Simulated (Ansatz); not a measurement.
Spinel MgAl2O4, treated with PBEsol-D3(BJ) in Ansatz (PAW).

Run with plane-wave cutoff 520 eV, 8×8×8 k mesh, Fermi–Dirac smearing 0.01 eV, scalar-relativistic PAW data made under PBE.

Shape and atoms are relaxed at each volume.

Pressure at four volumes; x = ln(V/9.347 Å³). One pressure is withheld.

```tsv
V (Å³/atom)	x	P (GPa)
8.973	-0.0408	8.72
9.347	0.0000	0.01
9.534	0.0198	-3.75
9.721	0.0392	?
```

### Question
Pass a parabola P(x) through the three rows shown, estimate the bulk modulus and its pressure derivative near zero pressure, and predict the withheld pressure.

### Answer
Slopes between the rows: (0.01 − (8.72))/(0.0000 − (-0.0408)) = -213.48 and (-3.75 − (0.01))/(0.0198 − (0.0000)) = -189.90 GPa. Their difference over the span 0.0606 is c = 23.58/0.0606 = 389.1 GPa, so P(x) = 8.72 + (-213.48)(x − (-0.0408)) + 389.1 (x − (-0.0408))(x − (0.0000)). At the middle row B = −dP/dx = −[-213.48 + 389.1 × 0.0408] = 197.6 GPa, and B′ = dB/dP = 2c/B = 3.9. At x = 0.0392 the parabola gives -7.14 GPa; the run gives -7.13 GPa. The Birch–Murnaghan fit to the energies at all volumes has B0 = 197 GPa and B′ = 4.1.

Measured, for comparison: bulk modulus 195 GPa (300 K, copied from a table, unchecked, not corrected to a static lattice; as tabulated in BurnMan's mineral tables). Computed (rounded) less measured: bulk modulus not scored (unchecked). A static lattice is as a rule a little smaller and stiffer than an uncorrected measurement, which narrows the difference in the bulk modulus and would widen misses of the other sign.

Note: the bulk modulus comes from volumes at which shape and atoms were relaxed.

Ansatz is a first-principles code.
